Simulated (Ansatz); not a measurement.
# Rh: pressure against volume, part 2 of 2

Aim: scale the cell of Rh up and down at fixed shape and fractional positions, and get the equilibrium volume and bulk modulus with LAPW, PAW and all-electron datasets made for the crystal.

Ansatz 0.2.0; DFT PBE; a cell built from a prototype (sc type), not taken from measurement. «Crystal datasets» are all-electron PAW datasets made for this crystal. Earlier steps stand in the parts before.

## (7) Volume × 1.02, LAPW

This is Rh in the simple cubic structure; at room conditions it is fcc.

input.yaml

```yaml
crystal:
  lattice:
    - [2.5528589342, 0.0, 0.0]
    - [0.0, 2.5528589342, 0.0]
    - [0.0, 0.0, 2.5528589342]
  atoms:
    - { symbol: Rh, position: [0.0, 0.0, 0.0] }
kpoints:
  mp_grid: { grid: [14, 14, 14] }
scf:
  occupations: { method: fermi_dirac, width: 0.08 }
hamiltonian:
  xc: pbe
  pseudopotentials: { kind: all_electron, lapw: { basis_error: 0.0005 } }
output:
  forces: true
  stress: true
  eigenvalues: true
```

Log, cut to the lines that bear on the results:

```text
LAPW: plane waves up to 9.339 Å⁻¹, error target 5.0e-4 eV per atom; small_component_spin mean_spin; Rh in spheres of 1.276 Å, 33 of its electrons in bands, Dirac shells []
[...]
Pseudopotentials: kind: all_electron
Pseudopotential: Rh, LAPW, valence charge 33, Koelling and Harmon's equation, gaussian nucleus
Functional definition: PBE
[...]
Crystal: 1 atoms, lattice volume = 16.637 Å³
Basis set: ecut = 332.31876047836136 eV, 251 PW (Γ), exchange–correlation at level 2
Bands: 21, of which v1, the nominal top of the filled ones, is band 17 counted from 1 (16 counted from 0)
Symmetry: 48 space group operations
Space group: Pm-3m (ITA 221), of the structure as read, at distance tolerance 2.6e-5 Å
k-points: 120 of 2744
[...]
SCF iter   1: F=—  HF=-130186.785930 eV  |F-HF|=—  |Δ(HF+E_count)|=         —  Δρ=3.25e-2  dr2=1.44e-1  ethr=4.34e-4  ⟨swp⟩=2.8  Hψ=15844  notcnv=0
[...]
the basis was enlarged: its passes take 322.7 KiB over the memory plan, 1 of 1 planned eigensolver slots
[...]
SCF iter   6: F=-130186.522132 eV  HF=-130186.522132 eV  |F-HF|=2.84e-8  |Δ(HF+E_count)|=   2.46e-6  Δρ=1.27e-5  dr2=1.35e-8  ethr=3.74e-9  ⟨swp⟩=3.0  Hψ=7682  notcnv=0
[...]
SCF converged after 6 iterations
Free energy (F): -130186.522132 eV
[...]
E sigma→0 (E₀):  -130186.504073 eV
Entropy (-TS):   -0.036118 eV (-36.118 meV/atom)
Fermi energy:    19.373058 eV
[...]
--- Forces (eV/Å), atoms counted from 1 ---
  atom   1  Rh    -0.00000000     0.00000000     0.00000000
[...]
--- Stress (GPa, compression-positive) ---
       -3.475724      -0.000000       0.000000
       -0.000000      -3.475724       0.000000
        0.000000       0.000000      -3.475724
  P = ⅓ Tr σ = -3.4757 GPa (-34.757 kbar)
--- Band table (eV; the first three rows and the last of 120) ---
[... band rows left out ...]
[...]
```

It took 8 s on 1 thread, shared host.

In short: pressure -3.48 GPa; no gap.

## (8) Volume × 1.02, PAW

input.yaml: that of step 7 with these lines changed.

```diff
@@ -13,3 +13,3 @@
   xc: pbe
-  pseudopotentials: { kind: all_electron, lapw: { basis_error: 0.0005 } }
+  pseudopotentials: { kind: paw }
 output:
@@ -18 +18,2 @@
   eigenvalues: true
+  efg: { contact_densities: true }
```

Log, cut to the lines that bear on the results:

```text
Rh: output.efg is read without spin–orbit coupling, which moves field gradients at and beside such atoms by some per cent and up to a factor of two; PAW files take it under magnetization.noncollinear and magnetization.spin_orbit
[...]
Pseudopotentials: kind: paw
Pseudopotential: Rh, paw, valence charge 17, recommended cutoff 420 eV (normal)
Functional definition: PBE
[...]
Crystal: 1 atoms, lattice volume = 16.637 Å³
Basis set: ecut = 420 eV, 341 PW (Γ), exchange–correlation on 36×36×36 points (8 copies of the dense FFT grid, shifted against one another)
Bands: 13, of which v1, the nominal top of the filled ones, is band 9 counted from 1 (8 counted from 0)
Symmetry: 48 space group operations
Space group: Pm-3m (ITA 221), of the structure as read, at distance tolerance 2.6e-5 Å
k-points: 120 of 2744
[...]
SCF converged after 6 iterations
Free energy (F): -6402.114810 eV
[...]
E sigma→0 (E₀):  -6402.096755 eV
Entropy (-TS):   -0.036111 eV (-36.111 meV/atom)
Fermi energy:    17.564720 eV
[...]
--- Forces (eV/Å), atoms counted from 1 ---
  atom   1  Rh     0.00000000     0.00000000     0.00000000
[...]
--- Stress (GPa, compression-positive) ---
       -3.445734       0.000000       0.000000
        0.000000      -3.445734       0.000000
        0.000000       0.000000      -3.445734
  P = ⅓ Tr σ = -3.4457 GPa (-34.457 kbar)
--- PAW observables at the nuclei: V_zz in 10²¹ V/m², potentials from the cell's mean, atoms counted from 1 ---
  atom   1  Rh V_zz =    +0.000000   η = 0.0000   by run symmetry: forbidden
            electrostatic potential = -7024.912931 V   contact ρ = 789885.978927 e/Å³
--- Band table (eV; the first three rows and the last of 120) ---
  k-point 0: bands = ["-60.8423", "-28.3830", "-28.3830", "-28.3830", "10.9635", "12.6363", "12.6363", "18.2813", "18.2813", "18.2813", "34.1367", "34.1367", "34.1367"]
[...]
```

Wall time 1.4 s (1 thread, shared host).

This run gives: pressure -3.45 GPa; no gap.

## (9) Volume × 1.06, LAPW

input.yaml

```yaml
crystal:
  lattice:
    - [2.585802683, 0.0, 0.0]
    - [0.0, 2.585802683, 0.0]
    - [0.0, 0.0, 2.585802683]
  atoms:
    - { symbol: Rh, position: [0.0, 0.0, 0.0] }
kpoints:
  mp_grid: { grid: [14, 14, 14] }
scf:
  occupations: { method: fermi_dirac, width: 0.08 }
hamiltonian:
  xc: pbe
  pseudopotentials: { kind: all_electron, lapw: { basis_error: 0.0005 } }
output:
  forces: true
  stress: true
  eigenvalues: true
```

Log, cut to the lines that bear on the results:

```text
LAPW: plane waves up to 9.212 Å⁻¹, error target 5.0e-4 eV per atom; small_component_spin mean_spin; Rh in spheres of 1.293 Å, 33 of its electrons in bands, Dirac shells []
[...]
Pseudopotentials: kind: all_electron
Pseudopotential: Rh, LAPW, valence charge 33, Koelling and Harmon's equation, gaussian nucleus
Functional definition: PBE
[...]
Crystal: 1 atoms, lattice volume = 17.290 Å³
Basis set: ecut = 323.28759457401026 eV, 251 PW (Γ), exchange–correlation at level 2
Bands: 21, of which v1, the nominal top of the filled ones, is band 17 counted from 1 (16 counted from 0)
Symmetry: 48 space group operations
Space group: Pm-3m (ITA 221), of the structure as read, at distance tolerance 2.6e-5 Å
k-points: 120 of 2744
[...]
SCF iter   1: F=—  HF=-130186.762948 eV  |F-HF|=—  |Δ(HF+E_count)|=         —  Δρ=3.14e-2  dr2=1.43e-1  ethr=4.29e-4  ⟨swp⟩=2.9  Hψ=15823  notcnv=0
[...]
the basis was enlarged: its passes take 260.0 KiB over the memory plan, 1 of 1 planned eigensolver slots
[...]
SCF iter   6: F=-130186.495837 eV  HF=-130186.495837 eV  |F-HF|=3.06e-8  |Δ(HF+E_count)|=   2.64e-6  Δρ=1.29e-5  dr2=1.34e-8  ethr=4.28e-9  ⟨swp⟩=3.0  Hψ=7683  notcnv=0
[...]
SCF converged after 6 iterations
Free energy (F): -130186.495837 eV
[...]
E sigma→0 (E₀):  -130186.476626 eV
Entropy (-TS):   -0.038422 eV (-38.422 meV/atom)
Fermi energy:    18.407818 eV
[...]
--- Forces (eV/Å), atoms counted from 1 ---
  atom   1  Rh    -0.00000000     0.00000000    -0.00000000
[...]
--- Stress (GPa, compression-positive) ---
       -9.202144      -0.000000       0.000000
       -0.000000      -9.202144       0.000000
        0.000000       0.000000      -9.202144
  P = ⅓ Tr σ = -9.2021 GPa (-92.021 kbar)
--- Band table (eV; the first three rows and the last of 120) ---
[... band rows left out ...]
[...]
```

Wall time 8 s (1 thread, shared host).

Result: pressure -9.20 GPa; no gap.

## (10) Volume × 1.06, PAW

input.yaml: that of step 9 with these lines changed.

```diff
@@ -13,3 +13,3 @@
   xc: pbe
-  pseudopotentials: { kind: all_electron, lapw: { basis_error: 0.0005 } }
+  pseudopotentials: { kind: paw }
 output:
@@ -18 +18,2 @@
   eigenvalues: true
+  efg: { contact_densities: true }
```

Log, cut to the lines that bear on the results:

```text
Rh: output.efg is read without spin–orbit coupling, which moves field gradients at and beside such atoms by some per cent and up to a factor of two; PAW files take it under magnetization.noncollinear and magnetization.spin_orbit
[...]
Pseudopotentials: kind: paw
Pseudopotential: Rh, paw, valence charge 17, recommended cutoff 420 eV (normal)
Functional definition: PBE
[...]
Crystal: 1 atoms, lattice volume = 17.290 Å³
Basis set: ecut = 420 eV, 341 PW (Γ), exchange–correlation on 36×36×36 points (8 copies of the dense FFT grid, shifted against one another)
Bands: 13, of which v1, the nominal top of the filled ones, is band 9 counted from 1 (8 counted from 0)
Symmetry: 48 space group operations
Space group: Pm-3m (ITA 221), of the structure as read, at distance tolerance 2.6e-5 Å
k-points: 120 of 2744
[...]
SCF converged after 6 iterations
Free energy (F): -6402.088641 eV
[...]
E sigma→0 (E₀):  -6402.069433 eV
Entropy (-TS):   -0.038416 eV (-38.416 meV/atom)
Fermi energy:    16.667686 eV
[...]
--- Forces (eV/Å), atoms counted from 1 ---
  atom   1  Rh     0.00000000     0.00000000     0.00000000
[...]
--- Stress (GPa, compression-positive) ---
       -9.173322      -0.000000       0.000000
        0.000000      -9.173322       0.000000
        0.000000       0.000000      -9.173322
  P = ⅓ Tr σ = -9.1733 GPa (-91.733 kbar)
--- PAW observables at the nuclei: V_zz in 10²¹ V/m², potentials from the cell's mean, atoms counted from 1 ---
  atom   1  Rh V_zz =    +0.000000   η = 0.0000   by run symmetry: forbidden
            electrostatic potential = -7023.980570 V   contact ρ = 789882.780726 e/Å³
--- Band table (eV; the first three rows and the last of 120) ---
  k-point 0: bands = ["-61.6441", "-29.2239", "-29.2239", "-29.2239", "10.3121", "12.0049", "12.0049", "17.3351", "17.3351", "17.3351", "32.9633", "32.9633", "32.9633"]
[...]
```

Run time: 1.5 s. Hardware: 1 thread, shared host.

Result: pressure -9.17 GPa; no gap.

## (11) Volume × 1.06, crystal datasets

input.yaml: that of step 10 with these lines changed.

```diff
@@ -13,3 +13,3 @@
   xc: pbe
-  pseudopotentials: { kind: paw }
+  pseudopotentials: { kind: all_electron, datasets: crystal }
 output:
```

Log, cut to the lines that bear on the results:

```text
[...]
Rh: output.efg is read without spin–orbit coupling, which moves field gradients at and beside such atoms by some per cent and up to a factor of two; PAW files take it under magnetization.noncollinear and magnetization.spin_orbit
[...]
Pseudopotentials: kind: all_electron
Pseudopotential: Rh, paw, valence charge 17, recommended cutoff 320 eV (normal), Koelling and Harmon's equation, gaussian nucleus
Functional definition: PBE
[...]
Crystal: 1 atoms, lattice volume = 17.290 Å³
Basis set: ecut = 320 eV, 251 PW (Γ), exchange–correlation on 32×32×32 points (8 copies of the dense FFT grid, shifted against one another)
Bands: 9, of which v1, the nominal top of the filled ones, is band 5 counted from 1 (4 counted from 0)
Symmetry: 48 space group operations
Space group: Pm-3m (ITA 221), of the structure as read, at distance tolerance 2.6e-5 Å
k-points: 120 of 2744
[...]
Fermi energy:    18.407736 eV
[...]
  The terms above E_closure are by the made datasets' own strengths, without shells solved beside the bands.
--- Forces (eV/Å), atoms counted from 1 ---
  atom   1  Rh     0.00000000     0.00000000    -0.00000000
[...]
--- Stress (GPa, compression-positive) ---
       -9.196177      -0.000000       0.000000
        0.000000      -9.196177       0.000000
        0.000000       0.000000      -9.196177
  P = ⅓ Tr σ = -9.1962 GPa (-91.962 kbar)
  It holds what live shells' own plane waves past their cutoff add
--- PAW observables at the nuclei: V_zz in 10²¹ V/m², potentials from the cell's mean, atoms counted from 1 ---
  atom   1  Rh V_zz =    -0.000000   η = 0.0000   by run symmetry: forbidden
            electrostatic potential = -7024.021762 V   contact ρ = 789912.217677 e/Å³
--- Band table (eV; the first three rows and the last of 120) ---
  k-point 0: bands = ["12.0549", "13.7448", "13.7448", "19.0762", "19.0762", "19.0762", "34.6928"]
[...]
```

Wall time 3.5 s (1 thread, shared host).

This run gives: pressure -9.20 GPa; no gap.

## (12) All volumes together

The rows at scale 1 come from earlier runs of the unscaled cell with the same settings.

| method | volume (Å³/atom) | F above the lowest (meV/atom) | pressure (GPa) |
| --- | --- | --- | --- |
| LAPW | 15.340 | 37.0 | 13.04 |
| LAPW | 15.985 | 3.8 | 3.84 |
| LAPW | 16.311 | 0.0 | -0.04 |
| LAPW | 16.637 | 3.7 | -3.48 |
| LAPW | 17.290 | 29.9 | -9.20 |
| PAW | 15.340 | 37.1 | 13.06 |
| PAW | 15.985 | 3.8 | 3.87 |
| PAW | 16.311 | 0.0 | -0.01 |
| PAW | 16.637 | 3.6 | -3.45 |
| PAW | 17.290 | 29.7 | -9.17 |
| crystal datasets | 15.340 | – | 13.04 |
| crystal datasets | 16.311 | – | -0.03 |
| crystal datasets | 17.290 | – | -9.20 |

## (13) Summary of results

This closing draws on all 2 parts.

| quantity | value |
| --- | --- |
| equilibrium volume (LAPW) | 16.307 Å³/atom |
| bulk modulus (LAPW) | 183 GPa |
| its pressure derivative (LAPW) | 5.1 |
| equilibrium volume (PAW) | 16.310 Å³/atom |
| bulk modulus (PAW) | 182 GPa |
| its pressure derivative (PAW) | 5.1 |

What this shows: By LAPW, the pressure vanishes at 16.31 Å³/atom (less than 0.1 % from the starting cell) and the bulk modulus there is 183 GPa (Birch-Murnaghan, third order). PAW's volume lies +0.02 % and its modulus -0.1 % from LAPW's. No thermal or zero-point expansion is included.
